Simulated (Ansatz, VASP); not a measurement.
## BAs in VASP and in Ansatz

File POSCAR:

```
BAs
1.0
    3.3658576842      0.0000000000      0.0000000000
   -1.6829288421      2.9149182600      0.0000000000
    0.0000000000      0.0000000000      8.7445888832
B As
2 2
Direct
    0.3333333333      0.6666666667      0.2500000000
    0.6666666667      0.3333333333      0.7500000000
    0.6666666667      0.3333333333      0.2500000000
    0.3333333333      0.6666666667      0.7500000000
```

The input INCAR.step1:

```
PREC = Accurate
ENCUT = 520
ISMEAR = 0
SIGMA = 0.01
LREAL = F
LASPH = T
NELM = 100
NBANDS = 16
GGA = PE
ALGO = Normal
EDIFF = 1E-4
LWAVE = T
LCHARG = F
```

File INCAR.step2:

```
PREC = Accurate
ENCUT = 520
EDIFF = 1E-6
ISMEAR = 0
SIGMA = 0.01
LREAL = F
LASPH = T
NELM = 100
ALGO = Normal
ISIF = 2
LWAVE = F
LCHARG = F
METAGGA = R2SCAN
LMIXTAU = T
NBANDS = 16
ISTART = 1
```

Contents of KPOINTS:

```
Automatic mesh
0
Gamma
  9 9 4
```

Input for Ansatz:

```yaml
crystal:
  lattice:
    - [3.3658576842, 0.0, 0.0]
    - [-1.6829288421, 2.91491826, 0.0]
    - [0.0, 0.0, 8.7445888832]
  atoms:
    - { symbol: B, position: [0.3333333333, 0.6666666667, 0.25] }
    - { symbol: B, position: [0.6666666667, 0.3333333333, 0.75] }
    - { symbol: As, position: [0.6666666667, 0.3333333333, 0.25] }
    - { symbol: As, position: [0.3333333333, 0.6666666667, 0.75] }
kpoints:
  mp_grid: { grid: [9, 9, 4] }
hamiltonian:
  xc: r2scan
scf:
  occupations: { method: fixed }
  n_extra_bands: 5
output:
  forces: true
  stress: true
  eigenvalues: true
```

Alike in both runs: task single point; functional r2SCAN; k mesh 9 × 9 × 4; no spin polarisation.

|  | VASP | Ansatz |
| --- | --- | --- |
| version | VASP 6.6.1 | Ansatz 0.2.0 |
| potentials or method | VASP PAW PBE potentials, release 64 (B, As) | plane waves, PAW |
| plane-wave cutoff (eV) | 520 | 500 |
| occupations | gaussian, width 0.01 eV | fixed |
| valence electrons in the cell | 16 | 36 |

Ansatz gave:

| Property | Result |
| --- | --- |
| gap on the k mesh at the Fermi level (eV) | 0.95 |
| pressure (GPa) | 0.0 |
| largest component of the traceless stress (GPa) | 0.04 |

Question: Estimate VASP's values.

Answer: gap on the k mesh at the Fermi level (eV): 0.95; pressure (GPa): 0.2; largest component of the traceless stress (GPa): 0.29.

The two sets of potentials don't hold the same shells in valence.

Caveats: the PAW data sets were made with another functional, which shifts forces and pressure a little (VASP); an odd mesh through Γ misses points on the zone boundary, where band edges often lie.
